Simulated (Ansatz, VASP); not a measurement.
## ZnSe: VASP beside Ansatz

```
Zn Se
1.0
     0.00000    2.77595    2.77595
     2.77595    0.00000    2.77595
     2.77595    2.77595    0.00000
Zn Se
1 1
Direct
  0.00000 0.00000 0.00000
  0.75000 0.75000 0.75000
```

Change from the starting cell: volume scaled by 0.94, crystal datasets.

Alike in both runs: task electric field gradients; functional PBE; k mesh 8 × 8 × 8; occupations fermi-dirac, width 0.03 eV; no spin polarisation.

|  | VASP | Ansatz |
| --- | --- | --- |
| version | VASP 6.6.1 | Ansatz 0.2.0 |
| potentials or method | VASP PAW PBE potentials, release 64 (Zn, Se), cutoff 520 eV | all-electron PAW with datasets made for the crystal, scalar-relativistic |

|  | VASP | Ansatz | Ansatz less VASP |
| --- | --- | --- | --- |
| gap on the k mesh at the Fermi level (eV) | 1.55 | 1.54 | -0.002 |
| pressure (GPa) | 7.1 | 6.8 | -0.29 |
| Vzz of the field gradient on the site that differs most (V/Å²) | 0.0 | 0.0 | -0.01 |

Ansatz ran all-electron here, so the differences hold the error of VASP's frozen core and of both bases.
